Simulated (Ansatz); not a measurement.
# InSb: the cost of one run

Program: Ansatz 0.2.0. Level of theory: DFT PBE, scalar-relativistic, plane waves, PAW. These are calculated values, not measurements.

## (1) The starting structure

Symmetry: P-6m2, No. 187, hexagonal system. The conventional cell has a = 3.762 Å, b = 3.762 Å, c = 3.672 Å, α = 90.00°, β = 90.00°, γ = 120.00°. Around In (site symmetry -6m2) lie 6 Sb at 2.84 Å. Sb (site symmetry -6m2) is surrounded by 6 In at 2.84 Å.

As a file:

```
CELL_PARAMETERS angstrom
3.76233 0.00000 0.00000
-1.88117 3.25828 0.00000
0.00000 0.00000 3.67185
ATOMIC_POSITIONS crystal
In 0.66667 0.33333 0.50000
Sb 0.00000 0.00000 0.00000
```

A structure generator made this guess: species swapped into a database cell of WC (P-6m2, No. 187), with Sb on the W sites and In on the C sites. Lengths come from tabulated atomic sizes and are only a guess.

## (2) Probe: one point on a coarse mesh

The input, input.yaml:

```yaml
crystal:
  lattice:
    - [3.76233196, 0.0, 0.0]
    - [-1.88116598, 3.25827506, 0.0]
    - [0.0, 0.0, 3.67184966]
  atoms:
    - { symbol: In, position: [0.66666667, 0.33333333, 0.5] }
    - { symbol: Sb, position: [0.0, 0.0, 0.0] }
basis:
  ecutwfc: 420
kpoints:
  mp_grid: { grid: [6, 6, 6] }
hamiltonian:
  xc: pbe
scf:
  occupations: { method: gaussian, width: 0.1 }
  lower_state_search: "off"
output:
  forces: true
  stress: true
  eigenvalues: true
```

Launch:

```console
> ansatz run input.yaml --threads 1 --pin off --max-ram 2560MiB --backend cpu --events-out ev --progress --plain --runs-dir out
```

**Question.** How long does this run take on 1 thread of Intel Xeon 6975P-C (Granite Rapids), shared host, and how much memory does it need?

About 1.2 s, with a peak of 0.39 GiB.
